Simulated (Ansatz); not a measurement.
# Field gradients of LiNbO₃ from run to run

Cell of run 1: a COD entry, taken as it stands.

```cif
data_LiNbO3
_symmetry_space_group_name_H-M 'R-3c:H'
_symmetry_Int_Tables_number 167
_cell_length_a 5.1378
_cell_length_b 5.1378
_cell_length_c 13.4987
_cell_angle_alpha 90.000
_cell_angle_beta 90.000
_cell_angle_gamma 120.000
loop_
_atom_site_label
_atom_site_type_symbol
_atom_site_symmetry_multiplicity
_atom_site_Wyckoff_symbol
_atom_site_fract_x
_atom_site_fract_y
_atom_site_fract_z
Li Li 6 a 0.0000 0.0000 0.2500
Nb Nb 6 b 0.0000 0.0000 0.0000
O O 18 e 0.0410 0.3333 0.0833
```

One atom of each set is listed; the run and its k-mesh use a cell of 10 atoms with edges of 5.39, 5.39, 5.39 Å.

Relaxed positions (PBE, cell held):

Li (0.0000, 0.0000, 0.2500)
Nb (0.0000, 0.0000, 0.0000)
O (0.0382, 0.3333, 0.0833)

All runs are DFT with Ansatz 0.2.0 (plane waves and PAW, scalar-relativistic unless spin–orbit coupling is named, Γ-centred meshes, Fermi–Dirac smearing where given) in this cell.

Run 1: PBE, atoms as given; 420 eV, 7×7×7 k-points, smearing 0.02 eV.
Run 2: PBE, atoms relaxed; 420 eV, 7×7×7 k-points, smearing 0.02 eV.
Run 3: r2SCAN, at the relaxed atoms; 500 eV, 7×7×7 k-points, smearing 0.02 eV.
Run 4: PBE with spin–orbit coupling, at the relaxed atoms; 420 eV, 7×7×7 k-points, smearing 0.02 eV.
Run 5: LDA, at the relaxed atoms; 420 eV, 7×7×7 k-points, smearing 0.02 eV.
Run 6: PBEsol, at the relaxed atoms; 420 eV, 7×7×7 k-points, smearing 0.02 eV.

```json
{"run": "1", "Li V_zz (η)": "0.27 (0.00)", "Nb V_zz (η)": "0.047 (0.00)", "O V_zz (η)": "0.66 (0.68)"}
{"run": "2", "Li V_zz (η)": "0.27 (0.00)", "Nb V_zz (η)": "0.22 (0.00)", "O V_zz (η)": "0.78 (0.65)"}
{"run": "3", "Li V_zz (η)": "?", "Nb V_zz (η)": "?", "O V_zz (η)": "?"}
{"run": "4", "Li V_zz (η)": "0.27 (0.00)", "Nb V_zz (η)": "0.23 (0.00)", "O V_zz (η)": "0.78 (0.65)"}
{"run": "5", "Li V_zz (η)": "0.27 (0.00)", "Nb V_zz (η)": "0.20 (0.00)", "O V_zz (η)": "-0.54 (0.65)"}
{"run": "6", "Li V_zz (η)": "0.26 (0.00)", "Nb V_zz (η)": "0.21 (0.00)", "O V_zz (η)": "0.62 (0.98)"}
```

V_zz in 10²¹ V/m².

(1) Estimate the row of run 3.

Answers

(1) Li: 0.27 (0.00); Nb: 0.33 (0.00); O: 1.00 (0.45). It lies nearest to run 4, from whose tensors on these sites it differs by 0.22 at most (largest principal value of the difference, on O). Taken one at a time, the functional (between the two that differ most) moves the tensors on these sites by up to 0.56 (largest principal value of the change, on O), the positions of the atoms (as given or relaxed) by 0.18 (Nb), spin–orbit coupling by 0.00. On some sites the largest principal value moves to another axis from run to run, and the sign of V_zz can flip with it.

This high-symmetry form of LiNbO3 is unstable when cold, to polar shifts of Li and Nb. The symmetry of the cell holds that distortion back, wholly or in part, and it would change the field gradients, the more the larger the distortion. With these PAW files V_zz is typically within 2 to 3 % of all-electron values, but misses above 10 % occur on Li. The cell isn't the equilibrium one in runs 1, 2, 4 (calculated pressure 10, 9, 9 GPa), and the entry's cell may itself be off. Run 1: The values hang on the deposited positions: relaxing the atoms moves V_zz on Nb from 0.047 to 0.22.
